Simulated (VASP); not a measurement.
Write the native input for VASP 6.6.1 that does the following.

| Item | Value |
| --- | --- |
| Task | single point |
| Functional | PBE |
| Dispersion | D3(BJ) |
| Potentials or basis | VASP PAW PBE potentials, release 64 (Cl, H) |
| Cutoff | 520 eV |
| k mesh | 1 × 1 × 1 |
| Occupations | fermi-dirac, width 0.05 eV |
| Spin | no spin polarisation |
| Dipole correction | no |
| Further INCAR settings | LREAL = Auto; ALGO = Fast; EDIFF = 1e-07; NBANDS = 66 |

The structure of HCl lies in POSCAR:

```
HCl
1.0
    8.4901850000      0.0000000000      0.0000000000
    0.0000000000      8.4901850000      0.0000000000
    0.0000000000      0.0000000000      8.4901850000
Cl H
12 12
Direct
    0.3065539797      0.4523811908      0.2185818095
    0.0013191703      0.1601025184      0.4044434839
    0.6359578737      0.1665216953      0.6782773285
    0.6944018299      0.8140576442     -0.0835317487
    0.1464514613      0.6865574778      0.6436726644
    0.4041372479     -0.0194224272      0.3941492441
   -0.0292219781      0.3956333107      0.9568107173
    0.4335476789      0.4193901546      0.8038929658
    0.7390651676      0.7352018831      0.4650075352
    1.1043340045      0.8410181875      0.0866412216
    0.6451331744      0.1988531463      0.0903278315
    0.1495609342      0.0804458325      0.7536584892
    0.2902528037      0.5876785959      0.1514690198
    0.0564416441      0.2976142452      0.3724889387
    0.6992191572      0.0338155176      0.6570410421
    0.6521059317      0.9501206393     -0.0203646917
    0.1084193101      0.7986280629      0.7387707099
    0.5000951098      0.0603049286      0.4752899966
    0.0188924034      0.2582511453      0.9052452921
    0.3616293402      0.5205422497      0.7176522066
    0.6716461420      0.7765672951      0.3415237713
    0.9909206925      0.7386529269      0.1197853757
    0.5055720223      0.2661426106      0.1285602139
    0.1117643491      0.1153685108      0.6145213561
```

The cell was built by a generator and needn't be a form met in nature.

The input as run:

INCAR

```
PREC = Accurate
ENCUT = 520
EDIFF = 1E-7
ISMEAR = -1
SIGMA = 0.05
LREAL = Auto
LASPH = T
NELM = 60
ALGO = Fast
ISIF = 2
LWAVE = F
LCHARG = F
GGA = PE
IVDW = 12
NBANDS = 66
```

KPOINTS

```
Automatic mesh
0
Gamma
  1 1 1
```

Potentials or basis: VASP PAW PBE potentials, release 64 (Cl, H).

Run with:

```console
$ cat potpaw_PBE.64/Cl/POTCAR potpaw_PBE.64/H/POTCAR > POTCAR
$ mpirun -np 1 vasp_gam > vasp.out
```

Results of the run:

| Property | Result |
| --- | --- |
| Pressure | 0.6 GPa |
| Largest force | 1.915 eV/Å |
| Band gap on the k mesh | 5.01 eV, direct |
| Dispersion energy per atom | -0.061 eV |

Run time: 58 s on 1 thread of Intel(R) Xeon(R) Platinum 8488C (Sapphire Rapids) (shared host), peak memory 0.5 GiB.
